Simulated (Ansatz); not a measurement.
**Hg under compression and expansion**

```
Hg
1.0
     2.23398   -2.04586    0.00000
     2.23398    2.04586    0.00000
    -0.34874    0.00000    3.03980
Hg
1
Direct
  0.50000 0.50000 0.50000
```

The cell is the one relaxed in the Materials Project (mp-1184569), not relaxed further here; entries there can be hypothetical.

No spin–orbit coupling, which matters for the heavy atoms here.

Methods: DFT, PBE, all-electron LAPW, scalar-relativistic (Ansatz 0.2.0); DFT, PBE, PAW with Ansatz's default frozen-core files, scalar-relativistic (Ansatz 0.2.0).

For LAPW: a Γ-centred 11×11×11 k mesh, Fermi–Dirac smearing of 0.05 eV, basis error target 1 meV/atom, no spin polarisation. PAW takes a cutoff of 420 eV at this cell. The Ansatz runs share mesh, smearing and spin set-up. Plane-wave (PAW) pressures include the program's estimate of the Pulay term.

The cell above is scaled evenly, with fractional coordinates and shape held.

| V/V(cell) | V (Å³/atom) | P, LAPW (GPa) | P, PAW (GPa) |
| --- | --- | --- | --- |
| 0.9405 | 26.133 | 3.19 | 3.21 |
| 0.9800 | 27.230 | ? | ? |
| 1.0000 | 27.786 | 1.28 | 1.29 |
| 1.0200 | 28.342 | 0.84 | 0.85 |
| 1.0600 | 29.453 | 0.13 | 0.14 |

Task: Fill in the row V/V(cell) = 0.9800.

Result: P, LAPW (GPa) = 1.81, P, PAW (GPa) = 1.82.
